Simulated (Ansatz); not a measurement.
# Si: the cost of one run

Program: Ansatz 0.2.0. Level of theory: DFT r2SCAN, scalar-relativistic, plane waves, PAW. These are calculated values, not measurements.

2 further runs of the same task are left out: 2 set aside as unsound or not needed.

## (1) The system as given

The structure is hexagonal, space group P6_3/mmc (No. 194). Conventional cell: a = 3.832 Å, b = 3.832 Å, c = 6.342 Å, α = 90.00°, β = 90.00°, γ = 120.00°. Si (site symmetry 3m) is surrounded by 4 Si at 2.35 to 2.37 Å.

Structure file:

```cif
data_structure
_symmetry_space_group_name_H-M 'P 1'
_symmetry_Int_Tables_number 1
_cell_length_a 3.8319
_cell_length_b 3.8319
_cell_length_c 6.3418
_cell_angle_alpha 90.000
_cell_angle_beta 90.000
_cell_angle_gamma 120.000
_cell_volume 80.64
loop_
_atom_site_label
_atom_site_type_symbol
_atom_site_fract_x
_atom_site_fract_y
_atom_site_fract_z
_atom_site_occupancy
Si1 Si 0.33333 0.66667 0.06309 1
Si2 Si 0.66667 0.33333 0.56309 1
Si3 Si 0.33333 0.66667 0.43691 1
Si4 Si 0.66667 0.33333 0.93691 1
```

It goes back to an entry of the Materials Project, which need not be the stable form.

This cell was relaxed beforehand with the same method: volume 20.16 Å³/atom, gap on the mesh 0.61 eV.

The unstrained cell was computed beforehand with the same settings: E(σ→0) = -2556.2158 eV for 4 atoms, gap 0.61 eV over the zone.

## (2) The cell strained by +1.5 %

The input, input.yaml:

```yaml
crystal:
  lattice:
    - [3.8319083582, 0.0, 0.0]
    - [-1.9159541791, 3.3185299832, 0.0]
    - [0.0951272989, 0.0, 6.3418199288]
  atoms:
    - { symbol: Si, position: [0.3333333333, 0.6666666667, 0.0630908785] }
    - { symbol: Si, position: [0.6666666667, 0.3333333333, 0.5630908785] }
    - { symbol: Si, position: [0.3333333333, 0.6666666667, 0.4369091215] }
    - { symbol: Si, position: [0.6666666667, 0.3333333333, 0.9369091215] }
basis:
  ecutwfc: 500
kpoints:
  mp_grid: { grid: [12, 12, 4] }
hamiltonian:
  xc: r2scan
scf:
  occupations: { method: gaussian, width: 0.02 }
output:
  forces: true
  stress: true
  eigenvalues: true
relax:
  adjacent_minimum: "off"
  f_tol: 0.008
  max_steps: 40
```

On the command line:

```bash
$ ansatz run input.yaml --threads 1 --pin off --max-ram 2560MiB --backend cpu --events-out ev --progress --plain --runs-dir out
```

Q: Estimate wall time and peak memory on 1 thread of AMD EPYC (Zen 3), shared host.

About 2.3 min, with a peak of 0.69 GiB.
